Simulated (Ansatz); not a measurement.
## TiAl3: strain energy, fitted

TiAl3, Pm-3m, a = 3.956 Å. This isn't the usual stable structure of the compound. Ansatz: r2SCAN, PAW, 500 eV, Γ-centred 14×14×14 mesh on 4 atoms, Gaussian smearing 0.10 eV; no spin polarisation. Series: shear of c along a, cell held, atoms fixed by symmetry; x is the strain in per cent (engineering shear). y is the free energy over the unstrained cell, V0 = 15.474 Å³/atom. Symmetry makes y even in x.

```tsv
x (%)	y (meV/atom)
0.0	0.00
2.0	1.68
4.0	6.79
6.0	?
8.0	27.17
12.0	60.31
```

Task: Fit y = c2 x² + c4 x⁴ to the other rows, turn c2 into a modulus, and predict the missing energy.

Result: Least squares on the rows shown. y = 0.42844 x² − 6.6615×10⁻⁵ x⁴. In eV per unit strain² c2 is 4.284; this is the shear stiffness (E = ½ C V0 γ²): 2 × 4.284 × 160.2 / (15.474) = 89 GPa. At x = 6.0 the fit asked for gives 15.34 meV/atom. The run gave 15.34 meV/atom, the same to the digits shown.